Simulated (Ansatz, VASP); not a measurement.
Given: the input of a run of Ansatz 0.2.0 on SiC (Moissanite 3C).

input.yaml

```yaml
crystal:
  lattice:
    - [0.0, 2.179, 2.179]
    - [2.179, 0.0, 2.179]
    - [2.179, 2.179, 0.0]
  atoms:
    - { symbol: Si, position: [0.0, 0.0, 0.0] }
    - { symbol: C, position: [0.75, 0.75, 0.75] }
hamiltonian:
  xc: pbe
  pseudopotentials: { kind: paw }
kpoints:
  mp_grid: { grid: [10, 10, 10] }
scf:
  occupations: { method: gaussian, width: 0.012 }
output:
  forces: true
  stress: true
  eigenvalues: true
```

Potentials or basis: Ansatz PAW.

Run with:

```bash
$ ansatz run input.yaml --threads 2 --pin off --max-ram 5632MiB --backend cpu --events-out ev --progress --plain --runs-dir out
```

**Question.** Translate it to VASP 6.6.1. Potentials there: VASP PAW PBE potentials, release 64 (Si, C).

**Answer.** As run (the cutoff follows the program's own potentials):

File INCAR:

```
PREC     = Accurate       # precision mode
ENCUT    = 520            # plane-wave cutoff, eV
EDIFF    = 1E-6           # SCF threshold, eV
ISMEAR   = 0              # smearing method
SIGMA    = 0.012          # smearing width, eV
LREAL    = F              # projectors in reciprocal space
LASPH    = T              # aspherical terms in the spheres
NELM     = 60             # most SCF steps
ALGO     = Normal         # electronic algorithm
ISIF     = 2              # what is computed and relaxed
LWAVE    = F              # write WAVECAR
LCHARG   = T              # write CHGCAR
GGA      = PE             # functional
LELF     = T              # ELF
LVHAR    = T
```

The input KPOINTS:

```
regular mesh
0
Gamma
  10 10 10
```

The input POSCAR:

```
SiC
1.0
    0.0000000000      2.1790000000      2.1790000000
    2.1790000000      0.0000000000      2.1790000000
    2.1790000000      2.1790000000      0.0000000000
Si C
1 1
Direct
    0.0000000000      0.0000000000      0.0000000000
    0.7500000000      0.7500000000      0.7500000000
```

Potentials or basis: VASP PAW PBE potentials, release 64 (Si, C).

Command:

```bash
$ cat potpaw_PBE.64/Si/POTCAR potpaw_PBE.64/C/POTCAR > POTCAR
$ mpirun -np 1 vasp_std > vasp.out
```

Both were run:

|  | VASP | Ansatz | Ansatz less VASP |
| --- | --- | --- | --- |
| gap on the k mesh at the Fermi level (eV) | 1.36 | 1.36 | +0.002 |
| least direct gap on the mesh (eV) | 4.54 | 4.55 | +0.004 |
| pressure (GPa) | 3.2 | 3.3 | +0.05 |

A k mesh can miss the band edges.
